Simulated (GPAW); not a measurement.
AlRu:

```xyz
2
Lattice="2.9916 0.0000 0.0000 0.0000 2.9916 0.0000 0.0000 0.0000 2.9916" Properties=species:S:1:pos:R:3 pbc="T T T"
Ru    1.4958    1.4958    1.4958
Al    0.0000    0.0000    0.0000
```

Base run:

| Property | Result |
| --- | --- |
| Program | GPAW 26.7.0 |
| Functional | LDA |
| Potentials or basis | the program's PAW data sets (release 1.2.1) made for this functional |
| Cutoff | 600 eV |
| Basis | pw |
| k mesh | 9 × 9 × 9 |
| Occupations | fermi-dirac, width 0.05 eV |
| Spin | no spin polarisation |

Its results: pressure -7.6 GPa.

Problem. The run is repeated on the same cell with these changes: functional from LDA to RPBE. What comes out?

Solution. Pressure 6.9 GPa.

RPBE binds less tightly than LDA, so the same cell stands under more pressure.

Not every run made on this cell is shown here.
